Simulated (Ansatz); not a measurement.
# Sb: the cost of one run

Program: Ansatz 0.2.0. Level of theory: DFT PBE, scalar-relativistic, plane waves, PAW. These are calculated values, not measurements.

## Step 1: The starting structure

It takes space group P4/mmm (No. 123, tetragonal). The conventional cell has a = 2.989 Å, b = 2.989 Å, c = 3.987 Å, α = 90.00°, β = 90.00°, γ = 90.00°. Around Sb (site symmetry 4/mmm) lie 4 Sb at 2.99 Å.

Structure file:

```
CELL_PARAMETERS angstrom
2.98874 0.00000 0.00000
0.00000 2.98874 0.00000
0.00000 0.00000 3.98695
ATOMIC_POSITIONS crystal
Sb 0.00000 0.00000 0.00000
```

The cell is invented: random cell by space group and Wyckoff sites (P4/mmm, No. 123). The dimensions are guesses.

## Step 2: The guess as it stands, on a coarse mesh

input.yaml reads:

```yaml
crystal:
  lattice:
    - [2.98873888, 0.0, 0.0]
    - [0.0, 2.98873888, 0.0]
    - [0.0, 0.0, 3.98695456]
  atoms:
    - { symbol: Sb, position: [0.0, 0.0, 0.0] }
basis:
  ecutwfc: 420
kpoints:
  mp_grid: { grid: [6, 6, 4] }
hamiltonian:
  xc: pbe
scf:
  occupations: { method: gaussian, width: 0.1 }
  lower_state_search: "off"
output:
  forces: true
  stress: true
  eigenvalues: true
```

The run is started by

```sh
> ansatz run input.yaml --threads 1 --pin off --max-ram 2560MiB --backend cpu --events-out ev --progress --plain --runs-dir out
```

What time and memory should one allow on 1 thread of AMD EPYC 7R43 (Zen 3), shared host?

About 1.1 s, with a peak of 0.33 GiB.
